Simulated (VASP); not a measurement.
# TlBr (Pm-3m) in VASP: single point with r2SCAN

Aim: the single point of TlBr with r2SCAN.

All numbers are computed with VASP 6.6.1; they aren't measurements. Logs are shortened: lines on timing, memory, paths and dates and some standing lists are left out, and cuts for length are marked.

**1. Starting point**

It takes space group Pm-3m (No. 221, cubic). The conventional cell has a = 3.895 Å, b = 3.895 Å, c = 3.895 Å, α = 90.00°, β = 90.00°, γ = 90.00°. Tl (site symmetry m-3m) is surrounded by 8 Br at 3.37 Å. Around Br (site symmetry m-3m) lie 8 Tl at 3.37 Å.

The cell was built by a generator and needn't be a form met in nature.

**2. Single point, r2SCAN**

Input file POSCAR:

```
TlBr
1.0
    3.8948680000      0.0000000000      0.0000000000
    0.0000000000      3.8948680000      0.0000000000
    0.0000000000      0.0000000000      3.8948680000
Tl Br
1 1
Direct
    0.0000000000      0.0000000000      0.0000000000
    0.5000000000      0.5000000000      0.5000000000
```

Input file INCAR.step1:

```
SYSTEM = TlBr
  PREC = Accurate
  ENCUT = 520
  ISMEAR = -1
  SIGMA = 0.1
  LREAL = .FALSE.
  LASPH = .TRUE.
  NELM = 80
  NBANDS = 17
  GGA = PE
  ALGO = Normal
  EDIFF = 1E-4
  LWAVE = .TRUE.
  LCHARG = .FALSE.
```

Input file INCAR.step2:

```
SYSTEM = TlBr
  PREC = Accurate
  ENCUT = 520
  EDIFF = 1E-6
  ISMEAR = -1
  SIGMA = 0.1
  LREAL = .FALSE.
  LASPH = .TRUE.
  NELM = 80
  ALGO = Normal
  ISIF = 2
  LWAVE = .FALSE.
  LCHARG = .FALSE.
  METAGGA = R2SCAN
  LMIXTAU = .TRUE.
  NBANDS = 17
  ISTART = 1
```

Input file KPOINTS:

```
regular mesh
0
G
  7 7 7
  0 0 0
```

Potentials or basis: VASP PAW PBE potentials, release 64 (Tl_d, Br).

Started as:

```console
> cat potpaw_PBE.64/Tl_d/POTCAR potpaw_PBE.64/Br/POTCAR > POTCAR
> cp INCAR.step1 INCAR
> mpirun -np 1 vasp_std > vasp.out
> cp INCAR.step2 INCAR
> mpirun -np 1 vasp_std > vasp.out
```

OUTCAR:

```text
SYSTEM = TlBr
   PREC = Accurate
   ENCUT = 520
   EDIFF = 1E-6
   ISMEAR = -1
   LREAL = .FALSE.
   LASPH = .TRUE.
   NELM = 80
   ISIF = 2
   METAGGA = R2SCAN
   ISTART = 1

 ion  position               nearest neighbor table
   1  0.000  0.000  0.000-   2 3.37   2 3.37   2 3.37   2 3.37   2 3.37   2 3.37   2 3.37   2 3.37

   2  0.500  0.500  0.500-   1 3.37   1 3.37   1 3.37   1 3.37   1 3.37   1 3.37   1 3.37   1 3.37

  LATTYP: Found a simple cubic cell.
 ALAT       =     3.8948680000

  Lattice vectors:

 A1 = (   3.8948680000,   0.0000000000,   0.0000000000)
 A2 = (   0.0000000000,   3.8948680000,   0.0000000000)
 A3 = (   0.0000000000,   0.0000000000,   3.8948680000)

Analysis of symmetry for initial positions (statically):
=====================================================================
 Subroutine PRICEL returns:
 Original cell was already a primitive cell.

 Routine SETGRP: Setting up the symmetry group for a
 simple cubic supercell.

 Subroutine GETGRP returns: Found 48 space group operations
 (whereof 48 operations were pure point group operations)
 out of a pool of 48 trial point group operations.

The static configuration has the point symmetry O_h .

Analysis of symmetry for dynamics (positions and initial velocities):
=====================================================================
 Subroutine PRICEL returns:
 Original cell was already a primitive cell.

 Routine SETGRP: Setting up the symmetry group for a
 simple cubic supercell.

 Subroutine GETGRP returns: Found 48 space group operations
 (whereof 48 operations were pure point group operations)
 out of a pool of 48 trial point group operations.

The dynamic configuration has the point symmetry O_h .

 Subroutine INISYM returns: Found 48 space group operations
 (whereof 48 operations are pure point group operations),
 and found     1 'primitive' translations

----------------------------------------------------------------------------------------

                                     Primitive cell

  volume of cell :      59.0851

  direct lattice vectors                    reciprocal lattice vectors
     3.894868000  0.000000000  0.000000000     0.256748111  0.000000000  0.000000000
     0.000000000  3.894868000  0.000000000     0.000000000  0.256748111  0.000000000
     0.000000000  0.000000000  3.894868000     0.000000000  0.000000000  0.256748111

  length of vectors
     3.894868000  3.894868000  3.894868000     0.256748111  0.256748111  0.256748111

  position of ions in fractional coordinates (direct lattice)
     0.000000000  0.000000000  0.000000000
     0.500000000  0.500000000  0.500000000

  ion indices of the primitive-cell ions
   primitive index   ion index
                 1           1
                 2           2

----------------------------------------------------------------------------------------

 KPOINTS: regular mesh

Automatic generation of k-mesh.
 Grid dimensions read from file:
 generate k-points for:    7    7    7

 Generating k-lattice:

  Cartesian coordinates                     Fractional coordinates (reciprocal lattice)
     0.036678302  0.000000000  0.000000000     0.142857143  0.000000000  0.000000000
     0.000000000  0.036678302  0.000000000     0.000000000  0.142857143  0.000000000
     0.000000000  0.000000000  0.036678302     0.000000000  0.000000000  0.142857143

  Length of vectors
     0.036678302  0.036678302  0.036678302

  Shift w.r.t. Gamma in fractional coordinates (k-lattice)
     0.000000000  0.000000000  0.000000000

 Subroutine IBZKPT returns following result:
 ===========================================

 Found     20 irreducible k-points:

 Following reciprocal coordinates:
            Coordinates               Weight
  0.000000  0.000000  0.000000      1.000000
  0.142857  0.000000  0.000000      6.000000
  0.285714  0.000000  0.000000      6.000000
  0.428571  0.000000  0.000000      6.000000
  0.142857  0.142857  0.000000     12.000000
  0.285714  0.142857  0.000000     24.000000
[... 12 lines left out ...]
  0.428571  0.428571  0.285714     24.000000
  0.428571  0.428571  0.428571      8.000000
   k-points           NKPTS =     20   k-points in BZ     NKDIM =     20   number of bands    NBANDS=     17
   number of dos      NEDOS =    301   number of ions     NIONS =      2
   total plane-waves  NPLWV =  27000
   dimension x,y,z NGX =    30 NGY =   30 NGZ =   30
   dimension x,y,z NGXF=    60 NGYF=   60 NGZF=   60
   ions per type =               1   1
   NGX,Y,Z   is equivalent  to a cutoff of  12.80, 12.80, 12.80 a.u.
   NGXF,Y,Z  is equivalent  to a cutoff of  25.61, 25.61, 25.61 a.u.
 SYSTEM =  TlBr
   PREC   = accura    normal or accurate (medium, high low for compatibility)
   ISTART =      1    job   : 0-new  1-cont  2-samecut
   ICHARG =      0    charge: 1-file 2-atom 10-const
   ISPIN  =      1    spin polarized calculation?
   LNONCOLLINEAR =      F non collinear calculations
   LSORBIT =      F    spin-orbit coupling
   LASPH  =      T    aspherical Exc in radial PAW
   ENCUT  =  520.0 eV  38.22 Ry    6.18 a.u.   7.24  7.24  7.24*2*pi/ulx,y,z
   NELM   =     80;   NELMIN=  2; NELMDL=  0     # of ELM steps
   EDIFF  = 0.1E-05   stopping-criterion for ELM
   LREAL  =      F    real-space projection
   EDIFFG = 0.1E-04   stopping-criterion for IOM
   NSW    =      0    number of steps for IOM
   IBRION =     -1    ionic relax: 0-MD 1-quasi-New 2-CG
   NFREE  =      0    steps in history (QN), initial steepest desc. (CG)
   ISIF   =      2    stress and relaxation
   ISYM   =      2    0-nonsym 1-usesym 2-fastsym
   POTIM  = 0.5000    time-step for ionic-motion
   TEBEG  =    0.0;   TEEND  =   0.0 temperature during run
   PSTRESS=    0.0 pullay stress
   NELECT =      20.0000    total number of electrons
   NUPDOWN=      -1.0000    fix difference up-down
   EMIN   =  10.00;   EMAX   =-10.00  energy-range for DOS
   EFERMI =   0.00;   METHOD = LEGACY
   ISMEAR =    -1;   SIGMA  =   0.10  broadening in eV -4-tet -1-fermi 0-gaus
   EFERMI_NEDOS =   21; number of points for ismear=-14 and -15
   IALGO  =     38    algorithm
   IMIX   =      4    mixing-type and parameters
     AMIX     =   0.40;   BMIX     =  1.00
     AMIX_MAG =   1.60;   BMIX_MAG =  1.00
  volume/ion in A,a.u.               =      29.54       199.36
  Fermi-wavevector in a.u.,A,eV,Ry     =   1.140929  2.156044 17.710973  1.301720
  Thomas-Fermi vector in A             =   2.277631
   LORBIT       =      0    0 simple, 1 ext, 2 COOP (PROOUT), +10 PAW based schemes
   METAGGA = R2SCAN    functional components
   LHFCALC =     F    Hartree Fock is set to
   AEXX    =    0.0000 exact exchange contribution
   IVDW    =     0    specifies the selected vdW correction
   LEPSILON=     F    determine dielectric tensor
   LRPA    =     F    only Hartree local field effects (RPA)
 non-spin polarized calculation
  energy-cutoff  :      520.00
  volume of cell :       59.09
 maximum number of plane-waves:      1600
 NGX is ok and might be reduce to    30
   NGX = 15   NGY = 15   NGZ = 15

 number of electron      19.9999995 magnetization

 Free energy of the ion-electron system (eV)
  ---------------------------------------------------
  ext. energy  EPLUGINS =         0.00000000
  ---------------------------------------------------
  free energy    TOTEN  =       -68.34936020 eV

  energy without entropy =      -68.34935968  energy(sigma->0) =      -68.34935994

 E-fermi :   3.9458     XC(G=0):  -9.7540

 val. band max:        2.6468392086   @ k =   0.4286   0.0000   0.0000
 cond. band min:       5.2542188533   @ k =   0.4286   0.0000   0.0000
 fundamental gap:      2.6073796447
 Fermi energy:         3.9458046457

 k-point     1 :       0.0000    0.0000    0.0000
  band No.  band energies     occupation
      1     -11.8363      2.00000
      2      -7.7982      2.00000
      3      -7.7982      2.00000
      4      -7.5800      2.00000
      5      -7.5800      2.00000
      6      -7.5800      2.00000
[... 9 lines left out ...]
     16      15.4168      0.00000
     17      17.0578      0.00000

 k-point     2 :       0.1429    0.0000    0.0000
  band No.  band energies     occupation
      1     -11.7835      2.00000
      2      -7.7958      2.00000
      3      -7.7684      2.00000
      4      -7.5947      2.00000
      5      -7.5947      2.00000
      6      -7.5787      2.00000
[... 9 lines left out ...]
     16      16.5217      0.00000
     17      16.8051      0.00000

 k-point     3 :       0.2857    0.0000    0.0000
  band No.  band energies     occupation
      1     -11.6591      2.00000
      2      -7.7903      2.00000
      3      -7.7034      2.00000
      4      -7.6272      2.00000
      5      -7.6272      2.00000
      6      -7.5758      2.00000
[... 9 lines left out ...]
     16      15.2806      0.00000
     17      17.0835      0.00000

 k-point     4 :       0.4286    0.0000    0.0000
  band No.  band energies     occupation
      1     -11.5531      2.00000
      2      -7.7858      2.00000
      3      -7.6544      2.00000
      4      -7.6529      2.00000
      5      -7.6529      2.00000
      6      -7.5735      2.00000
[... 9 lines left out ...]
     16      16.3151      0.00000
     17      17.0818      0.00000
[... 263 lines left out ...]
      1     -11.3448      2.00000
      2      -7.7096      2.00000
      3      -7.6737      2.00000
      4      -7.6262      2.00000
      5      -7.6106      2.00000
      6      -7.5677      2.00000
[... 9 lines left out ...]
     16      14.9696      0.00000
     17      18.5927      0.00000

 k-point    19 :       0.4286    0.4286    0.2857
  band No.  band energies     occupation
      1     -11.2756      2.00000
      2      -7.7141      2.00000
      3      -7.7033      2.00000
      4      -7.6511      2.00000
      5      -7.5958      2.00000
      6      -7.5318      2.00000
[... 9 lines left out ...]
     16      15.6794      0.00000
     17      19.1555      0.00000

 k-point    20 :       0.4286    0.4286    0.4286
  band No.  band energies     occupation
      1     -11.1942      2.00000
      2      -7.7422      2.00000
      3      -7.7422      2.00000
      4      -7.7129      2.00000
      5      -7.5303      2.00000
      6      -7.5303      2.00000
[... 9 lines left out ...]
     16      16.3611      0.00000
     17      20.5457      0.00000

------------------------ aborting loop because EDIFF is reached ----------------------------------------

  FORCE on cell =-STRESS in cart. coord.  units (eV):
  Direction    XX          YY          ZZ          XY          YZ          ZX
  --------------------------------------------------------------------------------------
  -------------------------------------------------------------------------------------
  Total        0.8400480      0.8400480      0.8400480     -0.0000000     -0.0000000      0.0000000
  in kB       22.7790943     22.7790943     22.7790943     -0.0000000     -0.0000000      0.0000000
  external PRESSURE =      22.7790943 kB  Pullay stress =       0.0000000 kB

 VOLUME and BASIS-vectors are now :
 -----------------------------------------------------------------------------
  energy-cutoff  :      520.00
  volume of cell :       59.09
      direct lattice vectors                 reciprocal lattice vectors
     3.894868000  0.000000000  0.000000000     0.256748111  0.000000000  0.000000000
     0.000000000  3.894868000  0.000000000     0.000000000  0.256748111  0.000000000
     0.000000000  0.000000000  3.894868000     0.000000000  0.000000000  0.256748111

 POSITION                                       TOTAL-FORCE (eV/Angst)
 -----------------------------------------------------------------------------------
      0.00000      0.00000      0.00000         0.000000      0.000000      0.000000
      1.94743      1.94743      1.94743         0.000000      0.000000      0.000000
 -----------------------------------------------------------------------------------
    total drift:                                0.000000     -0.000000     -0.000000

  FREE ENERGIE OF THE ION-ELECTRON SYSTEM (eV)
  ---------------------------------------------------
  free  energy   TOTEN  =       -68.3493602010 eV

  energy  without entropy=      -68.3493596787  energy(sigma->0) =      -68.34935994
```

It took 64 s on 1 thread of Intel Xeon Platinum 8259CL at 2.50GHz (Skylake/Cascade Lake), shared host; peak memory 0.17 GiB.

What came out:

```yaml
Free_energy: -68.3494 eV
Pressure: 2.3 GPa
Band_gap_on_the_k_mesh: 2.61 eV, direct
```

Levels at points of the mesh, in eV from the valence-band top:
| k point | band 6 | band 7 | band 8 | band 9 | band 10 | band 11 | band 12 | band 13 | band 14 | band 15 |
| --- | --- | --- | --- | --- | --- | --- | --- | --- | --- | --- |
| (0.00, 0.00, 0.00) | -10.23 | -4.58 | -1.49 | -1.49 | -1.49 | 7.54 | 7.54 | 8.14 | 8.14 | 8.14 |

Caveat: the PAW data sets were made with another functional, which shifts forces and pressure a little; spin-orbit coupling is left out, which as a rule narrows the gap of such compounds by several tenths of an eV; an odd mesh through Γ misses points on the zone boundary, where band edges often lie.
